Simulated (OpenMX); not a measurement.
Runs of OpenMX 3.8.5 on HfN. The structure is cubic, space group Fm-3m (No. 225). Conventional cell: a = 4.512 Å, b = 4.512 Å, c = 4.512 Å, α = 90.00°, β = 90.00°, γ = 90.00°. Hf (site symmetry m-3m) is surrounded by 6 N at 2.26 Å. N (site symmetry m-3m) is surrounded by 6 Hf at 2.26 Å. 

```tsv
task	level	potentials or basis	spin	max SCF cycles	grid points, held for all volumes	gap on the mesh (eV)	pressure (GPa)	V0 of scaled cells (Å³/atom)	B0 (GPa)
single point	LDA-PW92	OpenMX 2013 LDA set, Hf7.0-s3p2d2f1, N6.0-s2p2d1, grid cutoff 400 Ry	collinear, ferromagnetic start	100	-	none	-9.7	-	-
equation of state	PBE	OpenMX 2013 PBE set, Hf7.0-s3p2d2, N6.0-s2p2, fixed grid of 32 × 32 × 32 points	off	-	32 × 32 × 32	-	-	11.84	(a)
single point	PBE	OpenMX 2013 PBE set, Hf7.0-s3p2d2f1, N6.0-s2p2d1, grid cutoff 400 Ry	off	100	-	none	5.1	-	-
band structure	PBE	OpenMX 2013 PBE set, Hf7.0-s3p2d2, N6.0-s2p2, grid cutoff 400 Ry	off	100	-	-	8.3	-	-
equation of state	PBE	OpenMX 2013 PBE set, Hf7.0-s3p2d2f1, N6.0-s2p2d1, fixed grid of 32 × 32 × 32 points	off	-	32 × 32 × 32	-	-	11.70	(b)
```

Alike in all rows: cell as given; k mesh 11 × 11 × 11; smearing fermi-dirac 0.05 eV.

Q: Estimate the missing entries.

A: (a) 255; (b) 270.

Caveats: the basis of atomic orbitals isn't converged, which shifts pressures, moduli and gaps; volumes in these bases differ from converged ones by about 1 %, for some elements by several (some runs).

A k mesh can miss the band edges, and the runs leave out spin-orbit coupling on Hf.

A gap of «none» marks a metal or a gap under the smearing width.

Not every run made on this cell is shown here.
